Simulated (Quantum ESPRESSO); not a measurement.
# HfN (Fm-3m) in Quantum ESPRESSO: a series of runs

One crystal, HfN, is run at these levels: r2SCAN; tasks: single point, equation of state.

All numbers are computed with Quantum ESPRESSO 7.5; they aren't measurements. Logs are shortened: lines on timing, memory, paths and dates and some standing lists are left out, and cuts for length are marked.

## 1. The crystal as given

It takes space group Fm-3m (No. 225, cubic). The conventional cell has a = 4.512 Å, b = 4.512 Å, c = 4.512 Å, α = 90.00°, β = 90.00°, γ = 90.00°. Hf (site symmetry m-3m) has 6 N at 2.26 Å as nearest neighbours. N (site symmetry m-3m) has 6 Hf at 2.26 Å as nearest neighbours.

## 2. Single point, r2SCAN, 10.79 Å³/atom

pw.in

```
&CONTROL
  calculation = 'scf'
  prefix = 'pwscf'
  outdir = './tmp'
  pseudo_dir = './pseudo'
  tstress = .true.
  disk_io = 'nowf'
/
&SYSTEM
  ibrav = 0
  nat = 2
  ntyp = 2
  ecutwfc = 88
  nbnd = 23
  input_dft = 'r2scan'
  occupations = 'smearing'
  smearing = 'fd'
  degauss = 0.00367493
  nosym = .true.
  nr1 = 40
  nr2 = 40
  nr3 = 40
/
&ELECTRONS
  conv_thr = 1d-08
  electron_maxstep = 120
  mixing_beta = 0.5
/
ATOMIC_SPECIES
Hf   178.4900 Hf_ONCV_PBE-1.2.upf
N     14.0070 N_ONCV_PBE-1.2.upf
CELL_PARAMETERS angstrom
   0.0000000000    2.2099462613    2.2099462613
   2.2099462613    0.0000000000    2.2099462613
   2.2099462613    2.2099462613    0.0000000000
ATOMIC_POSITIONS crystal
Hf     0.0000000000    0.0000000000    0.0000000000
N      0.5000000000    0.5000000000    0.5000000000
K_POINTS automatic
8 8 8 0 0 0
```

Potentials or basis: SG15 PBE 1.2.

The run is started by

```
OMP_NUM_THREADS=1 mpirun -n 2 pw.x -nk 2 -in pw.in > pw.out
```

pw.out:

```text
This program is part of the open-source Quantum ESPRESSO suite
     for quantum simulation of materials; please cite
         "P. Giannozzi et al., J. Phys.:Condens. Matter 21 395502 (2009);
         "P. Giannozzi et al., J. Phys.:Condens. Matter 29 465901 (2017);
         "P. Giannozzi et al., J. Chem. Phys. 152 154105 (2020);
     in publications or presentations arising from this work. More details at

     IMPORTANT: XC functional enforced from input :
     Exchange-correlation= R2SCAN
                           (   0   0   0   0   0 497 498)
     Any further DFT definition will be discarded
     Please, verify this is what you really want

     K-points division:     npool     =       2
     Subspace diagonalization in iterative solution of the eigenvalue problem:
     a serial algorithm will be used

     G-vector sticks info
     --------------------
     sticks:   dense  smooth     PW     G-vecs:    dense   smooth      PW
     Sum         847     847    253                16361    16361    2741

     Using Slab Decomposition

     bravais-lattice index     =            0
     lattice parameter (alat)  =       5.9060  a.u.
     unit-cell volume          =     145.6705 (a.u.)^3
     number of atoms/cell      =            2
     number of atomic types    =            2
     number of electrons       =        31.00
     number of Kohn-Sham states=           23
     kinetic-energy cutoff     =      88.0000  Ry
     charge density cutoff     =     352.0000  Ry
     scf convergence threshold =      1.0E-08
     mixing beta               =       0.5000
     number of iterations used =            8  plain     mixing
     Exchange-correlation= R2SCAN
                           (   0   0   0   0   0 497 498)

     celldm(1)=   5.906029  celldm(2)=   0.000000  celldm(3)=   0.000000
     celldm(4)=   0.000000  celldm(5)=   0.000000  celldm(6)=   0.000000

     crystal axes: (cart. coord. in units of alat)
               a(1) = (   0.000000   0.707107   0.707107 )
               a(2) = (   0.707107   0.000000   0.707107 )
               a(3) = (   0.707107   0.707107   0.000000 )

     reciprocal axes: (cart. coord. in units 2 pi/alat)
               b(1) = ( -0.707107  0.707107  0.707107 )
               b(2) = (  0.707107 -0.707107  0.707107 )
               b(3) = (  0.707107  0.707107 -0.707107 )

     PseudoPot. # 1 for Hf read from file:
     Hf_ONCV_PBE-1.2.upf
     Pseudo is Norm-conserving, Zval = 26.0
     Generated using ONCVPSP code by D. R. Hamann
     Using radial grid of  602 points,  8 beta functions with:
                l(1) =   0
                l(2) =   0
                l(3) =   1
                l(4) =   1
                l(5) =   2
                l(6) =   2
                l(7) =   3
                l(8) =   3

     PseudoPot. # 2 for N  read from file:
     N_ONCV_PBE-1.2.upf
     Pseudo is Norm-conserving, Zval =  5.0
     Generated using ONCVPSP code by D. R. Hamann
     Using radial grid of  602 points,  4 beta functions with:
                l(1) =   0
                l(2) =   0
                l(3) =   1
                l(4) =   1

     atomic species   valence    mass     pseudopotential
     Hf               26.00   178.49000     Hf( 1.00)
     N                 5.00    14.00700     N ( 1.00)

     No symmetry found

   Cartesian axes

     site n.     atom                  positions (alat units)
         1        Hf     tau(   1) = (   0.0000000   0.0000000   0.0000000  )
         2        N      tau(   2) = (   0.7071068   0.7071068   0.7071068  )

     number of k points=   260  Fermi-Dirac smearing, width (Ry)=  0.0037

     Number of k-points >= 100: set verbosity='high' to print them.

     Dense  grid:    16361 G-vectors     FFT dimensions: (  40,  40,  40)

     WARNING: libxc functional with ID  497 depends
      on external parameters: check the user_guide of
      QE if you need to modify them or to check their
      default values.

     WARNING: libxc functional with ID  498 depends
      on external parameters: check the user_guide of
      QE if you need to modify them or to check their
      default values.

     Initial potential from superposition of free atoms

     starting charge      30.8759, renormalised to      31.0000
     Starting wfcs are random

     Self-consistent Calculation

     iteration #  1     ecut=    88.00 Ry     beta= 0.50
     Davidson diagonalization with overlap
     ethr =  1.00E-02,  avg # of iterations = 10.2

     total energy              =    -465.97113755 Ry
     estimated scf accuracy    <      63.03569212 Ry

     iteration #  2     ecut=    88.00 Ry     beta= 0.50
     Davidson diagonalization with overlap
     ethr =  1.00E-02,  avg # of iterations =  1.0

     total energy              =    -466.26781240 Ry
     estimated scf accuracy    <      20.11997969 Ry

     iteration #  3     ecut=    88.00 Ry     beta= 0.50
     Davidson diagonalization with overlap
     ethr =  1.00E-02,  avg # of iterations =  1.0

     total energy              =    -466.27752337 Ry
     estimated scf accuracy    <       1.65488936 Ry

     iteration #  4     ecut=    88.00 Ry     beta= 0.50
     Davidson diagonalization with overlap
     ethr =  5.34E-03,  avg # of iterations =  1.0

     total energy              =    -466.35945255 Ry
     estimated scf accuracy    <       0.01213655 Ry

     iteration #  5     ecut=    88.00 Ry     beta= 0.50
     Davidson diagonalization with overlap
     ethr =  3.92E-05,  avg # of iterations =  2.7

     total energy              =    -466.36026836 Ry
     estimated scf accuracy    <       0.00687626 Ry

     iteration #  6     ecut=    88.00 Ry     beta= 0.50
     Davidson diagonalization with overlap
     ethr =  2.22E-05,  avg # of iterations =  1.0

     total energy              =    -466.36023964 Ry
     estimated scf accuracy    <       0.00191994 Ry

     iteration #  7     ecut=    88.00 Ry     beta= 0.50
     Davidson diagonalization with overlap
     ethr =  6.19E-06,  avg # of iterations =  1.9

     total energy              =    -466.36026699 Ry
     estimated scf accuracy    <       0.00004520 Ry

     iteration #  8     ecut=    88.00 Ry     beta= 0.50
     Davidson diagonalization with overlap
     ethr =  1.46E-07,  avg # of iterations =  1.3

     total energy              =    -466.36026743 Ry
     estimated scf accuracy    <       0.00001024 Ry

     iteration #  9     ecut=    88.00 Ry     beta= 0.50
     Davidson diagonalization with overlap
     ethr =  3.30E-08,  avg # of iterations =  1.0

     total energy              =    -466.36026755 Ry
     estimated scf accuracy    <       0.00000037 Ry

     iteration # 10     ecut=    88.00 Ry     beta= 0.50
     Davidson diagonalization with overlap
     ethr =  1.18E-09,  avg # of iterations =  1.3

     total energy              =    -466.36026756 Ry
     estimated scf accuracy    <       0.00000004 Ry

     iteration # 11     ecut=    88.00 Ry     beta= 0.50
     Davidson diagonalization with overlap
     ethr =  1.16E-10,  avg # of iterations =  1.8

     End of self-consistent calculation

     Number of k-points >= 100: set verbosity='high' to print the bands.

     the Fermi energy is    29.6291 ev

!    total energy              =    -466.36026757 Ry
     estimated scf accuracy    <          7.9E-09 Ry
     smearing contrib. (-TS)   =      -0.00058504 Ry
     internal energy E=F+TS    =    -466.35968253 Ry

     The total energy is F=E-TS. E is the sum of the following terms:
     one-electron contribution =     -94.31831619 Ry
     hartree contribution      =      89.44726679 Ry
     xc contribution           =     -42.76771795 Ry
     ewald contribution        =    -418.72091519 Ry

     convergence has been achieved in  11 iterations

     Computing stress (Cartesian axis) and pressure

          total   stress  (Ry/bohr**3)                   (kbar)     P=      117.22
   0.00079686  -0.00000000   0.00000000          117.22       -0.00        0.00
  -0.00000000   0.00079686   0.00000000           -0.00      117.22        0.00
   0.00000000   0.00000000   0.00079687            0.00        0.00      117.22

=------------------------------------------------------------------------------=
   JOB DONE.
=------------------------------------------------------------------------------=
```

Run time: 3.4 min. Hardware: 2 MPI ranks of Intel Xeon 6975P-C (Granite Rapids), shared host; peak memory 0.34 GiB.

Results:

| Item | Value |
| --- | --- |
| Free energy | -6345.1547 eV |
| Pressure | 11.7 GPa |
| Band gap on the k mesh | none (metal or under the smearing width) |

Caveat: the potentials were made for another functional, which shifts forces and pressure.

## 3. Single point, r2SCAN, 11.02 Å³/atom

pw.in, as its differences from that of step 2:

```diff
@@ -32,5 +32,5 @@
 CELL_PARAMETERS angstrom
-   0.0000000000    2.2099462613    2.2099462613
-   2.2099462613    0.0000000000    2.2099462613
-   2.2099462613    2.2099462613    0.0000000000
+   0.0000000000    2.2255097759    2.2255097759
+   2.2255097759    0.0000000000    2.2255097759
+   2.2255097759    2.2255097759    0.0000000000
 ATOMIC_POSITIONS crystal
```

Potentials or basis: SG15 PBE 1.2.

The run is started by

```
OMP_NUM_THREADS=1 mpirun -n 2 pw.x -nk 2 -in pw.in > pw.out
```

It took 3.8 min on 2 MPI ranks of Intel Xeon 6975P-C (Granite Rapids), shared host; peak memory 0.34 GiB.

It converged, with:

* Free energy: -6345.1780 eV
* Pressure: 4.7 GPa
* Band gap on the k mesh: none (metal or under the smearing width)

Caveat: the potentials were made for another functional, which shifts forces and pressure.

## 4. Single point, r2SCAN, 11.25 Å³/atom

pw.in, as its differences from that of step 3:

```diff
@@ -32,5 +32,5 @@
 CELL_PARAMETERS angstrom
-   0.0000000000    2.2255097759    2.2255097759
-   2.2255097759    0.0000000000    2.2255097759
-   2.2255097759    2.2255097759    0.0000000000
+   0.0000000000    2.2408586042    2.2408586042
+   2.2408586042    0.0000000000    2.2408586042
+   2.2408586042    2.2408586042    0.0000000000
 ATOMIC_POSITIONS crystal
```

The run is started by

```
OMP_NUM_THREADS=1 mpirun -n 2 pw.x -nk 2 -in pw.in > pw.out
```

It took 3.4 min on 2 MPI ranks of Intel Xeon 6975P-C (Granite Rapids), shared host; peak memory 0.34 GiB.

It converged, with:

```yaml
Free_energy: -6345.1823 eV
Pressure: -1.6 GPa
Band_gap_on_the_k_mesh: none (metal or under the smearing width)
```

Caveat: the potentials were made for another functional, which shifts forces and pressure.

## 5. Single point, r2SCAN, 11.48 Å³/atom

pw.in, as its differences from that of step 4:

```diff
@@ -32,5 +32,5 @@
 CELL_PARAMETERS angstrom
-   0.0000000000    2.2408586042    2.2408586042
-   2.2408586042    0.0000000000    2.2408586042
-   2.2408586042    2.2408586042    0.0000000000
+   0.0000000000    2.2560000000    2.2560000000
+   2.2560000000    0.0000000000    2.2560000000
+   2.2560000000    2.2560000000    0.0000000000
 ATOMIC_POSITIONS crystal
```

The run is started by

```
OMP_NUM_THREADS=1 mpirun -n 2 pw.x -nk 2 -in pw.in > pw.out
```

Wall time 3.9 min (2 MPI ranks of Intel Xeon 6975P-C (Granite Rapids), shared host); peak memory 0.34 GiB.

Results (log left out):

| Item | Value |
| --- | --- |
| Free energy | -6345.1694 eV |
| Pressure | -7.3 GPa |
| Band gap on the k mesh | none (metal or under the smearing width) |

Caveat: the potentials were made for another functional, which shifts forces and pressure.

## 6. Single point, r2SCAN, 11.71 Å³/atom

pw.in, as its differences from that of step 5:

```diff
@@ -32,5 +32,5 @@
 CELL_PARAMETERS angstrom
-   0.0000000000    2.2560000000    2.2560000000
-   2.2560000000    0.0000000000    2.2560000000
-   2.2560000000    2.2560000000    0.0000000000
+   0.0000000000    2.2709408328    2.2709408328
+   2.2709408328    0.0000000000    2.2709408328
+   2.2709408328    2.2709408328    0.0000000000
 ATOMIC_POSITIONS crystal
```

Potentials or basis: SG15 PBE 1.2.

The run is started by

```
OMP_NUM_THREADS=1 mpirun -n 2 pw.x -nk 2 -in pw.in > pw.out
```

Wall time 3.7 min (2 MPI ranks of Intel Xeon 6975P-C (Granite Rapids), shared host); peak memory 0.34 GiB.

Results (log left out):

```
Free energy            : -6345.1413 eV
Pressure               : -12.3 GPa
Band gap on the k mesh : none (metal or under the smearing width)
```

Caveat: the potentials were made for another functional, which shifts forces and pressure.

## 7. Single point, r2SCAN, 11.94 Å³/atom

pw.in, as its differences from that of step 6:

```diff
@@ -32,5 +32,5 @@
 CELL_PARAMETERS angstrom
-   0.0000000000    2.2709408328    2.2709408328
-   2.2709408328    0.0000000000    2.2709408328
-   2.2709408328    2.2709408328    0.0000000000
+   0.0000000000    2.2856876150    2.2856876150
+   2.2856876150    0.0000000000    2.2856876150
+   2.2856876150    2.2856876150    0.0000000000
 ATOMIC_POSITIONS crystal
```

The run is started by

```
OMP_NUM_THREADS=1 mpirun -n 2 pw.x -nk 2 -in pw.in > pw.out
```

Wall time 3.8 min (2 MPI ranks of Intel Xeon 6975P-C (Granite Rapids), shared host); peak memory 0.34 GiB.

It converged, with:

```yaml
Free_energy: -6345.0995 eV
Pressure: -16.8 GPa
Band_gap_on_the_k_mesh: none (metal or under the smearing width)
```

Caveat: the potentials were made for another functional, which shifts forces and pressure.

## 8. Single point, r2SCAN, 12.17 Å³/atom

pw.in, as its differences from that of step 7:

```diff
@@ -32,5 +32,5 @@
 CELL_PARAMETERS angstrom
-   0.0000000000    2.2856876150    2.2856876150
-   2.2856876150    0.0000000000    2.2856876150
-   2.2856876150    2.2856876150    0.0000000000
+   0.0000000000    2.3002465274    2.3002465274
+   2.3002465274    0.0000000000    2.3002465274
+   2.3002465274    2.3002465274    0.0000000000
 ATOMIC_POSITIONS crystal
```

The run is started by

```
OMP_NUM_THREADS=1 mpirun -n 2 pw.x -nk 2 -in pw.in > pw.out
```

Wall time 4 min (2 MPI ranks of Intel Xeon 6975P-C (Granite Rapids), shared host); peak memory 0.36 GiB.

Results (log left out):

```
Free energy            : -6345.0455 eV
Pressure               : -20.8 GPa
Band gap on the k mesh : none (metal or under the smearing width)
```

Caveat: the potentials were made for another functional, which shifts forces and pressure.

## 9. Equation of state, r2SCAN

Potentials or basis: SG15 PBE 1.2.

This step only gathers the single runs of the series.

Results:

- Equilibrium volume: 11.19 Å³/atom
- Bulk modulus: 299 GPa
- Pressure derivative of the bulk modulus: 4.5

Energy against volume, from the lowest point:
```csv
volume (Å³/atom),energy (meV/atom)
10.793,13.80
11.023,2.12
11.252,0.00
11.482,6.44
11.712,20.51
11.941,41.41
12.171,68.40
```

Caveat: the potentials were made for another functional, which shifts forces and pressure. The run has no spin-orbit coupling, so splittings on Hf are missing.
